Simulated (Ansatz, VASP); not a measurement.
## Two plane-wave programs on Al

```xyz
1
Lattice="0.0000 2.0304 2.0304 2.0304 0.0000 2.0304 2.0304 2.0304 0.0000" Properties=species:S:1:pos:R:3 pbc="T T T"
Al    0.0000    0.0000    0.0000
```

Alike in both runs: task single point; functional PBE; dispersion D3(BJ); k mesh 18 × 18 × 18; occupations gaussian, width 0.1 eV; no spin polarisation.

|  | VASP | Ansatz |
| --- | --- | --- |
| version | VASP 6.6.1 | Ansatz 0.2.0 |
| potentials or method | VASP PAW PBE potentials, release 64 (Al) | scalar-relativistic, plane waves, PAW |
| plane-wave cutoff (eV) | 520 | 420 |
| valence electrons in the cell | 3 | 3 |

|  | VASP | Ansatz | Ansatz less VASP |
| --- | --- | --- | --- |
| gap on the k mesh at the Fermi level (eV) | none | none | - |
| pressure (GPa) | -4.4 | -4.4 | +0.04 |

A gap of «none» marks a metal or a gap that the smearing closes.

Caveats: pairwise dispersion overbinds metals, which lowers pressure and volume.
